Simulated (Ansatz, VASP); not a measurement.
# SiGe2 in two plane-wave programs, part 2 of 2

Aim: how closely do two programs agree when they are given the same cell, functional and k mesh? The cell is generated by rule, not measured, and may not be a known phase. The cell is taken from a series of runs on this material, whose earlier steps may have relaxed, scaled, displaced or heated it; both programs get it as it stands.

VASP 6.6.1 and Ansatz 0.2.0.

So far. Step 3 (VASP: single point, PBEsol, pair 1): The run ends at a pressure of -4.79 GPa. Step 5 (Ansatz: single point, PBEsol, pair 2): The run ends at a pressure of -0.35 GPa, with forces up to 0.0085 eV/Å.

## 6. VASP: single point, PBEsol, pair 2

Level of this step: PBEsol; plane waves and PAW (Si, Ge_d); invented cell (VASP).

The same cell, functional, mesh and smearing now go to VASP, with its own data sets.

Input file INCAR:

```
SYSTEM = SiGe2
PREC = Accurate
ENCUT = 500
EDIFF = 1E-06
NELM = 120
ISMEAR = 1
SIGMA = 0.15
LREAL = .FALSE.
ALGO = Normal
GGA = PS
NBANDS = 79
LORBIT = 11
LWAVE = .FALSE.
LCHARG = .FALSE.
ISIF = 2
LASPH = .TRUE.
GGA_COMPAT = .FALSE.
KPAR = 2
```

Input file POSCAR:

```
SiGe2
1.0
    0.0000000000     -3.0597254466     -3.0597254466
    0.0000000000      3.0597254466     -3.0597254466
   12.2389017864      0.0000000000      0.0000000000
Si Ge
4 8
Direct
    0.9934634658      0.0065365342      0.0000000000
    0.0065365342      0.9934634658      0.5000000000
    0.5065365342      0.5065365342      0.7500000000
    0.4934634658      0.4934634658      0.2500000000
    0.0039616816      0.5067377882      0.8750000000
    0.9960383184      0.4932622118      0.3750000000
    0.5067377882      0.0039616816      0.6250000000
    0.4932622118      0.9960383184      0.1250000000
    0.9932622118      0.5039616816      0.1250000000
    0.0067377882      0.4960383184      0.6250000000
    0.4960383184      0.0067377882      0.8750000000
    0.5039616816      0.9932622118      0.3750000000
```

Input file KPOINTS:

```
Automatic mesh
0
Gamma
8 8 4
0 0 0
```

PAW data sets: Si and Ge_d (PBE family, release 64).

Started as:

```
> mpirun -np 2 vasp_std
```

Numbers of over 12 decimals in the logs are rounded to 6 here.

The program printed:

```text
[banner, memory and clock lines left out]
running    2 mpi-ranks, on    1 nodes
[...]
[... a notice as in an earlier step ...]

 LDA part: xc-table for (Slater+PW92), standard interpolation
 POSCAR, INCAR and KPOINTS ok, starting setup
[...]
entering main loop
       N       E                     dE             d eps       ncg     rms          rms(c)
DAV:   1     0.166237910060E+04    0.16624E+04   -0.52760E+04  8903   0.400E+03
DAV:   2     0.288375695159E+03   -0.13740E+04   -0.13170E+04  7110   0.114E+03
DAV:   3    -0.232104955004E+02   -0.31159E+03   -0.29795E+03  7293   0.262E+02
DAV:   4    -0.573618767755E+02   -0.34151E+02   -0.32460E+02  8559   0.877E+01
[...]
DAV:  10    -0.584115407019E+02   -0.13411E-04   -0.19703E-04  8702   0.934E-02    0.165E-02
DAV:  11    -0.584115472977E+02   -0.65958E-05   -0.34239E-05  8044   0.526E-02    0.465E-03
DAV:  12    -0.584115474531E+02   -0.15539E-06   -0.18341E-06  5593   0.934E-03
   1 F= -.58411547E+02 E0= -.58410947E+02  d E =-.180045E-02
```

From OUTCAR (step 6):

```text
  Total       -0.7795657     -0.4789509     -0.4789509      0.0000000      0.0000000     -0.0000000
  in kB       -5.4503697     -3.3486072     -3.3486072      0.0000000      0.0000000     -0.0000000
  external PRESSURE =      -4.0491947 kB  Pullay stress =       0.0000000 kB

 POSITION                                       TOTAL-FORCE (eV/Angst)
 -----------------------------------------------------------------------------------
      0.00000     -3.01973     -3.05973        -0.000000      0.000417      0.000000
      6.11945      3.01973     -3.05973        -0.000000     -0.000417      0.000000
      9.17918      0.00000     -3.09973        -0.000000     -0.000000     -0.000417
      3.05973      0.00000     -3.01973        -0.000000     -0.000000      0.000417
     10.70904      1.53836     -1.56260         0.000927      0.005802     -0.006686
      4.58959     -1.53836     -4.55685         0.000927     -0.005802      0.006686
      7.64931     -1.53836     -1.56260        -0.000927     -0.005802     -0.006686
      1.52986      1.53836     -4.55685        -0.000927      0.005802      0.006686
      1.52986     -1.49713     -4.58109         0.000927      0.006686      0.005802
      7.64931      1.49713     -1.53836         0.000927     -0.006686     -0.005802
     10.70904     -1.49713     -1.53836        -0.000927      0.006686     -0.005802
      4.58959      1.49713     -4.58109        -0.000927     -0.006686      0.005802
 -----------------------------------------------------------------------------------
    total drift:                                0.000000     -0.000001     -0.000000

  FREE ENERGIE OF THE ION-ELECTRON SYSTEM (eV)
  ---------------------------------------------------
  free  energy   TOTEN  =       -58.4115474531 eV

  energy  without entropy=      -58.4097470044  energy(sigma->0) =      -58.41094730

[... 3 further parts left out ...]
[key lines of the parts left out:]
E-fermi :   6.6118
```

The run ends at a pressure of -0.40 GPa, with forces up to 0.0089 eV/Å.

## 7. Side by side

The two programs side by side:

```
      quantity  Ansatz   VASP  difference
pressure (GPa)   -0.35  -0.40       +0.05
```

## 8. VASP: single point, PBEsol, pair 3

A single point takes one fixed geometry, so differences don't come from the geometry; what else differs is listed under the comparison.

INCAR is that of step 6.

Input file POSCAR:

```
SiGe2
1.0
    0.0000000000     -3.0597254466     -3.0597254466
    0.0000000000      3.0597254466     -3.0597254466
   12.2389017864      0.0000000000      0.0000000000
Si Ge
4 8
Direct
    0.9264639903      0.0735360097      0.0000000000
    0.0735360097      0.9264639903      0.5000000000
    0.5735360097      0.5735360097      0.7500000000
    0.4264639903      0.4264639903      0.2500000000
    0.0445689176      0.5758001177      0.8750000000
    0.9554310824      0.4241998823      0.3750000000
    0.5758001177      0.0445689176      0.6250000000
    0.4241998823      0.9554310824      0.1250000000
    0.9241998823      0.5445689176      0.1250000000
    0.0758001177      0.4554310824      0.6250000000
    0.4554310824      0.0758001177      0.8750000000
    0.5445689176      0.9241998823      0.3750000000
```

KPOINTS is that of step 6.

Started as:

```
> mpirun -np 2 vasp_std
```

The program printed:

```text
[... set-up lines as in an earlier step ...]
 entering main loop
       N       E                     dE             d eps       ncg     rms          rms(c)
DAV:   1     0.166747611660E+04    0.16675E+04   -0.52470E+04  8885   0.400E+03
DAV:   2     0.288399543852E+03   -0.13791E+04   -0.13220E+04  7110   0.114E+03
DAV:   3    -0.235729395325E+02   -0.31197E+03   -0.29770E+03  7387   0.261E+02
DAV:   4    -0.574541452939E+02   -0.33881E+02   -0.32378E+02  8518   0.878E+01
[...]
DAV:  10    -0.584205592912E+02   -0.14557E-04   -0.13804E-04  8876   0.700E-02    0.193E-02
DAV:  11    -0.584205658079E+02   -0.65167E-05   -0.23052E-05  8052   0.344E-02    0.446E-03
DAV:  12    -0.584205659600E+02   -0.15207E-06   -0.15971E-06  5252   0.105E-02
   1 F= -.58420566E+02 E0= -.58420728E+02  d E =0.485206E-03
```

From OUTCAR (step 8):

```text
  Total       -0.5706243     -0.1904589     -0.1904589      0.0000000      0.0000000      0.0000000
  in kB       -3.9895459     -1.3316022     -1.3316022      0.0000000      0.0000000      0.0000000
  external PRESSURE =      -2.2175834 kB  Pullay stress =       0.0000000 kB

 POSITION                                       TOTAL-FORCE (eV/Angst)
 -----------------------------------------------------------------------------------
      0.00000     -2.60973     -3.05973        -0.000000     -0.112185     -0.000000
      6.11945      2.60973     -3.05973        -0.000000      0.112185     -0.000000
      9.17918      0.00000     -3.50973        -0.000000     -0.000000      0.112185
      3.05973      0.00000     -2.60973        -0.000000     -0.000000     -0.112185
     10.70904      1.62542     -1.89816         0.095012      0.092070      0.019836
      4.58959     -1.62542     -4.22129         0.095012     -0.092070     -0.019836
      7.64931     -1.62542     -1.89816        -0.095012     -0.092070      0.019836
      1.52986      1.62542     -4.22129        -0.095012      0.092070     -0.019836
      1.52986     -1.16157     -4.49403         0.095012     -0.019836      0.092070
      7.64931      1.16157     -1.62542         0.095012      0.019836     -0.092070
     10.70904     -1.16157     -1.62542        -0.095012     -0.019836     -0.092070
      4.58959      1.16157     -4.49403        -0.095012      0.019836      0.092070
 -----------------------------------------------------------------------------------
    total drift:                               -0.000000      0.000000      0.000000

  FREE ENERGIE OF THE ION-ELECTRON SYSTEM (eV)
  ---------------------------------------------------
  free  energy   TOTEN  =       -58.4205659600 eV

  energy  without entropy=      -58.4210511661  energy(sigma->0) =      -58.42072770

[... 2 parts as in an earlier step ...]

[... 1 further part left out ...]
[key lines of the parts left out:]
E-fermi :   6.6106
```

The run ends at a pressure of -0.22 GPa, with forces up to 0.13 eV/Å.

## 9. Ansatz: single point, PBEsol, pair 3

The same cell, functional, mesh and smearing now go to Ansatz, which takes its cutoff from its data sets.

The cell is taken from a series of runs on this material, whose earlier steps may have relaxed, scaled, displaced or heated it; both programs get it as it stands.

Input file input.yaml:

```yaml
crystal:
  lattice:
    - [0.0, -3.0597254466, -3.0597254466]
    - [0.0, 3.0597254466, -3.0597254466]
    - [12.2389017864, 0.0, 0.0]
  atoms:
    - { symbol: Si, position: [-0.0735360097, 0.0735360097, 0.0] }
    - { symbol: Si, position: [0.0735360097, -0.0735360097, 0.5] }
    - { symbol: Si, position: [0.5735360097, 0.5735360097, 0.75] }
    - { symbol: Si, position: [0.4264639903, 0.4264639903, 0.25] }
    - { symbol: Ge, position: [0.0445689176, 0.5758001177, 0.875] }
    - { symbol: Ge, position: [-0.0445689176, 0.4241998823, 0.375] }
    - { symbol: Ge, position: [0.5758001177, 0.0445689176, 0.625] }
    - { symbol: Ge, position: [0.4241998823, -0.0445689176, 0.125] }
    - { symbol: Ge, position: [-0.0758001177, 0.5445689176, 0.125] }
    - { symbol: Ge, position: [0.0758001177, 0.4554310824, 0.625] }
    - { symbol: Ge, position: [0.4554310824, 0.0758001177, 0.875] }
    - { symbol: Ge, position: [0.5445689176, -0.0758001177, 0.375] }
kpoints:
  mp_grid: { grid: [8, 8, 4] }
hamiltonian:
  xc: pbesol
scf:
  occupations: { method: methfessel_paxton, width: 0.15 }
output:
  forces: true
  stress: true
  eigenvalues: true
```

Started as:

```
> ansatz run input.yaml --threads 4 --pin off --max-ram 7168MiB --backend cpu --events-out ev --progress --plain --runs-dir out
```

The program printed:

```text
[...]
Crystal: 12 atoms, lattice volume = 229.159 Å³
Basis set: ecut = 420 eV, 4481 PW (Γ), exchange–correlation on 60×60×180 points (8 copies of the dense FFT grid, shifted against one another)
Bands: 77, of which v1, the nominal top of the filled ones, is band 64 counted from 1 (63 counted from 0)
Symmetry: 8 space group operations
[...]
k-point 0: bands = [... 60 lower, 8.1523, 8.5753, 8.5848, 8.5848, 8.6056, 9.5671, 9.5671, 11.0869, ... 9 higher]
  k-point 1: bands = [... 60 lower, 8.1957, 8.4658, 8.8884, 8.9334, 9.1625, 9.4488, 10.2930, 10.4566, ... 9 higher]
  k-point 2: bands = [... 60 lower, 8.4698, 8.4698, 9.3539, 9.3539, 9.6239, 9.6239, 9.8802, 9.8802, ... 9 higher]
  k-point 44: bands = [... 60 lower, 8.9071, 8.9071, 8.9071, 8.9071, 11.6735, 11.6735, 11.6735, 11.6735, ... 9 higher]
[key lines of the parts left out:]
SCF converged after 7 iterations
Free energy (F): -36509.902839 eV
Fermi energy:    9.586976 eV
P = ⅓ Tr σ = -0.2197 GPa (-2.197 kbar)
```

The run ends at a pressure of -0.22 GPa, with forces up to 0.13 eV/Å.

## 10. Comparison

Compared:

```
      quantity  Ansatz   VASP  difference
pressure (GPa)   -0.22  -0.22        0.00
```

Forces on 7 of the 12 atoms, those with the largest forces and the largest differences (eV/Å; atoms numbered as in POSCAR):

```
atom          Ansatz x, y, z            VASP x, y, z
 Ge5     0.096, 0.090, 0.018     0.095, 0.092, 0.020
 Ge6   0.096, -0.090, -0.018   0.095, -0.092, -0.020
 Ge7   -0.096, -0.090, 0.018   -0.095, -0.092, 0.020
 Ge8   -0.096, 0.090, -0.018   -0.095, 0.092, -0.020
Ge10    0.096, 0.018, -0.090    0.095, 0.020, -0.092
Ge11  -0.096, -0.018, -0.090  -0.095, -0.020, -0.092
Ge12    -0.096, 0.018, 0.090    -0.095, 0.020, 0.092
```

The forces differ by 1.5 meV/Å r.m.s., which is 2.1 % of the r.m.s. force of 0.073 eV/Å (both taken over all components).

## 11. Summary of results

- difference in pressure (single point, PBEsol, pair 1): 0.051 GPa
- difference in pressure (single point, PBEsol, pair 2): 0.050 GPa
- r.m.s. force difference (single point, PBEsol, pair 3): 1.5 meV/Å

In words: The r.m.s. force difference is 1.5 meV/Å (single point, PBEsol, pair 3), within the 12 meV/Å picked in this series as the mark of a large difference. 4 further pairs of this series are not shown here. Such differences can come from data sets, numerical settings and the points named under the comparisons, not from the functional's error against experiment.

[Lines on the potential files, build, host, timing and source positions are cut from VASP's logs without a mark.]

[Logs are printed without paths, hosts, clocks, repeated set-up lines and the standing remarks that a program may print on its own settings, such as how far it seeks lower states.]

[Hosts, paths, dates, database ids (printed as entryN), source tags and the programs' standing remarks are cut or masked in the printed files.]
